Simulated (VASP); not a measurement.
## BaTiO3: how numerical settings change the zone-centre modes

How far do the zone-centre frequencies of BaTiO3 depend on the numerical settings? The starting structure is a measured crystal structure from the Crystallography Open Database.

Main program and level: VASP 6.6.1; Kohn-Sham DFT with plane waves and PAW; LDA+U (Ti d 4 eV).

## (1) Set-up

Symmetry: P4mm, No. 99, tetragonal system. The conventional cell has a = 3.990 Å, b = 3.990 Å, c = 4.023 Å, α = 90.00°, β = 90.00°, γ = 90.00°. Nearest to Ba lie 12 O at 2.80 to 2.87 Å. Nearest to Ti lie 6 O at 1.84 to 2.18 Å. Nearest to O lie 2 Ti at 2.00 Å and 4 Ba at 2.80 to 2.87 Å. Nearest to O lie 2 Ti at 1.84 to 2.18 Å and 4 Ba at 2.82 Å. Farther neighbours and most contacts between anions are not listed.

Coordinates:

```xyz
5
Lattice="3.9905 0.0000 0.0000 0.0000 3.9905 0.0000 0.0000 0.0000 4.0230" Properties=species:S:1:pos:R:3 pbc="T T T"
Ba    0.0000    0.0000    0.0000
Ti    1.9952    1.9952    2.1000
O     0.0000    1.9952    1.9632
O     1.9952    0.0000    1.9632
O     1.9952    1.9952    3.9385
```

## (2) Reference modes

The cell comes from a relaxation at this level, not shown (62.85 Å³).

Contents of INCAR:

```
SYSTEM = BaTiO3
PREC = Accurate
ENCUT = 520
EDIFF = 1E-08
NELM = 100
ISMEAR = 0
SIGMA = 0.03
LREAL = .FALSE.
ALGO = Normal
GGA = CA
NBANDS = 29
ISPIN = 2
MAGMOM = 0 1 0 0 0
LDAU = .TRUE.
LDAUTYPE = 2
LDAUL = -1 2 -1
LDAUU = 0 4 0
LDAUJ = 0 0 0
LDAUPRINT = 1
LASPH = .TRUE.
LMAXMIX = 4
LORBIT = 11
LWAVE = .FALSE.
LCHARG = .FALSE.
KPAR = 8
IBRION = 6
NFREE = 2
POTIM = 0.015
NSW = 1
ISIF = 2
```

Contents of POSCAR:

```
BaTiO3
1.0
    3.9759020054      0.0000000000      0.0000000000
    0.0000000000      3.9759020054      0.0000000000
    0.0000000000      0.0000000000      3.9758629901
Ba Ti O
1 1 3
Direct
    0.0000000000      0.0000000000      0.9954144742
    0.5000000000      0.5000000000      0.4953851947
    0.0000000000      0.5000000000      0.4953958683
    0.5000000000      0.0000000000      0.4953958683
    0.5000000000      0.5000000000      0.9954085943
```

Contents of KPOINTS:

```
Automatic mesh
0
Gamma
6 6 6
0 0 0
```

PAW data sets: Ba_sv, Ti_sv and O (LDA family, release 64).

Started as:

```sh
$ mpirun -np 8 vasp_std
```

What it wrote:

```text
[banner, memory and clock lines left out]
running    8 mpi-ranks, on    1 nodes
 distrk:  each k-point on    1 cores,    8 groups
 distr:  one band on    1 cores,    1 groups

 POSCAR found type information on POSCAR BaTiO
 POSCAR found :  3 types and       5 ions
|                                                                             |
|           W    W    AA    RRRRR   N    N  II  N    N   GGGG   !!!           |
|           W    W   A  A   R    R  NN   N  II  NN   N  G    G  !!!           |
|           W    W  A    A  R    R  N N  N  II  N N  N  G       !!!           |
|           W WW W  AAAAAA  RRRRR   N  N N  II  N  N N  G  GGG   !            |
|           WW  WW  A    A  R   R   N   NN  II  N   NN  G    G                |
|           W    W  A    A  R    R  N    N  II  N    N   GGGG   !!!           |
|                                                                             |
|     For optimal performance we recommend to set                             |
|       NCORE = 2 up to number-of-cores-per-socket                            |
|     NCORE specifies how many cores store one orbital (NPAR=cpu/NCORE).      |
|     This setting can greatly improve the performance of VASP for DFT.       |
|     The default, NCORE=1 might be grossly inefficient on modern             |
|     multi-core architectures or massively parallel machines. Do your        |
|     Unfortunately you need to use the default for GW and RPA                |
|     calculations (for HF NCORE is supported but not extensively tested      |
|     yet).                                                                   |
|                                                                             |

 LDA part: xc-table for (Slater(with rela. corr.)+CA(PZ))
 , standard interpolation
 POSCAR, INCAR and KPOINTS ok, starting setup
 FFT: planning ... GRIDC
 FFT: planning ... GRID_SOFT
 FFT: planning ... GRID
 WAVECAR not read
 entering main loop
       N       E                     dE             d eps       ncg     rms          rms(c)
DAV:   1     0.425893561418E+03    0.42589E+03   -0.20332E+04  4640   0.148E+03
DAV:   2    -0.959129457742E+01   -0.43548E+03   -0.41475E+03  5294   0.420E+02
DAV:   3    -0.509871960169E+02   -0.41396E+02   -0.40996E+02  6659   0.127E+02
DAV:   4    -0.528324772447E+02   -0.18453E+01   -0.18409E+01  6778   0.229E+01
DAV:   5    -0.528835936907E+02   -0.51116E-01   -0.51110E-01  6277   0.304E+00    0.239E+01
DAV:   6    -0.415360286197E+02    0.11348E+02   -0.50350E+01  6247   0.651E+01    0.943E+00
DAV:   7    -0.414939684607E+02    0.42060E-01   -0.59675E+00  5640   0.153E+01    0.569E+00
DAV:   8    -0.414667547266E+02    0.27214E-01   -0.13266E+00  5668   0.984E+00    0.250E+00
DAV:   9    -0.414081783393E+02    0.58576E-01   -0.23794E-01  5383   0.488E+00    0.101E+00
DAV:  10    -0.414146962147E+02   -0.65179E-02   -0.62661E-02  5617   0.159E+00    0.782E-01
DAV:  11    -0.414070388463E+02    0.76574E-02   -0.23265E-02  5484   0.145E+00    0.996E-02
DAV:  12    -0.414070573276E+02   -0.18481E-04   -0.14245E-03  5450   0.233E-01    0.518E-02
DAV:  13    -0.414070384795E+02    0.18848E-04   -0.99981E-05  5939   0.818E-02    0.299E-02
DAV:  14    -0.414070487839E+02   -0.10304E-04   -0.24054E-05  6376   0.348E-02    0.141E-02
DAV:  15    -0.414070482615E+02    0.52246E-06   -0.91830E-06  5812   0.260E-02    0.325E-03
DAV:  16    -0.414070481191E+02    0.14237E-06   -0.62772E-07  5625   0.719E-03    0.189E-03
DAV:  17    -0.414070480999E+02    0.19136E-07   -0.85780E-08  6040   0.196E-03    0.501E-04
DAV:  18    -0.414070480981E+02    0.18877E-08   -0.49202E-09  3105   0.555E-04
   1 F= -.41407048E+02 E0= -.41407048E+02  d E =-.247194E-42  mag=     0.0000
[... from here on, the cycles between the ionic steps are left out ...]
   2 F= -.41406279E+02 E0= -.41406279E+02  d E =-.175762E-42  mag=     0.0000
   3 F= -.41406279E+02 E0= -.41406279E+02  d E =-.176421E-42  mag=     0.0000
   4 F= -.41406269E+02 E0= -.41406269E+02  d E =-.161388E-42  mag=     0.0000
   5 F= -.41406288E+02 E0= -.41406288E+02  d E =-.163337E-42  mag=    -0.0000
   6 F= -.41406397E+02 E0= -.41406397E+02  d E =-.218999E-42  mag=    -0.0000
   7 F= -.41406397E+02 E0= -.41406397E+02  d E =-.220683E-42  mag=     0.0000
   8 F= -.41406401E+02 E0= -.41406401E+02  d E =-.232320E-42  mag=     0.0000
   9 F= -.41406388E+02 E0= -.41406388E+02  d E =-.233161E-42  mag=    -0.0000
  10 F= -.41405892E+02 E0= -.41405892E+02  d E =-.241954E-42  mag=     0.0000
  11 F= -.41405892E+02 E0= -.41405892E+02  d E =-.239467E-42  mag=     0.0000
  12 F= -.41406434E+02 E0= -.41406434E+02  d E =-.214956E-42  mag=    -0.0000
  13 F= -.41406434E+02 E0= -.41406434E+02  d E =-.213057E-42  mag=     0.0000
  14 F= -.41406433E+02 E0= -.41406433E+02  d E =-.221031E-42  mag=    -0.0000
  15 F= -.41406430E+02 E0= -.41406430E+02  d E =-.218300E-42  mag=     0.0000
  16 F= -.41406434E+02 E0= -.41406434E+02  d E =-.229639E-42  mag=    -0.0000
  17 F= -.41406434E+02 E0= -.41406434E+02  d E =-.229286E-42  mag=    -0.0000
  18 F= -.41405880E+02 E0= -.41405880E+02  d E =-.259263E-42  mag=    -0.0000
 Finite differences progress:
  Degree of freedom:   9/  9
  Displacement:        1/  2
  Total:              17/ 18
 bond charge predicted
       N       E                     dE             d eps       ncg     rms          rms(c)
DAV:   1    -0.414031239679E+02    0.27565E-02   -0.50599E+00  4768   0.104E+01    0.256E-01
DAV:   2    -0.414067461245E+02   -0.36222E-02   -0.58637E-02  5528   0.124E+00    0.156E-01
DAV:   3    -0.414059309794E+02    0.81515E-03   -0.34502E-03  5698   0.351E-01    0.631E-02
DAV:   4    -0.414059049772E+02    0.26002E-04   -0.61287E-04  5102   0.173E-01    0.312E-02
DAV:   5    -0.414059013920E+02    0.35851E-05   -0.43417E-05  5509   0.573E-02    0.190E-02
DAV:   6    -0.414058992332E+02    0.21589E-05   -0.49596E-06  7059   0.210E-02    0.905E-03
DAV:   7    -0.414058986207E+02    0.61241E-06   -0.17728E-06  5842   0.117E-02    0.155E-03
DAV:   8    -0.414058986325E+02   -0.11772E-07   -0.48890E-07  5374   0.501E-03    0.831E-04
DAV:   9    -0.414058986279E+02    0.46198E-08   -0.35933E-08  5166   0.154E-03
  19 F= -.41405899E+02 E0= -.41405899E+02  d E =-.256957E-42  mag=    -0.0000
 Finite differences progress:
  Degree of freedom:   9/  9
  Displacement:        2/  2
  Total:              18/ 18
```

Run time: 6.4 min. Hardware: 8 MPI ranks of AMD EPYC 7R43, shared host; peak memory 3.9 GiB.

Lines that name or quote the potential files are left out of all logs, and their timing lines are given in words.

(Continued in part 2 of 3.)

[Lines on the potential files, build, host, timing and source positions are cut from VASP's logs without a mark.]

[Logs are printed without paths, hosts, clocks, repeated set-up lines and the standing remarks that a program may print on its own settings, such as how far it seeks lower states.]

[Hosts, paths, dates, database ids (printed as entryN), source tags and the programs' standing remarks are cut or masked in the printed files.]
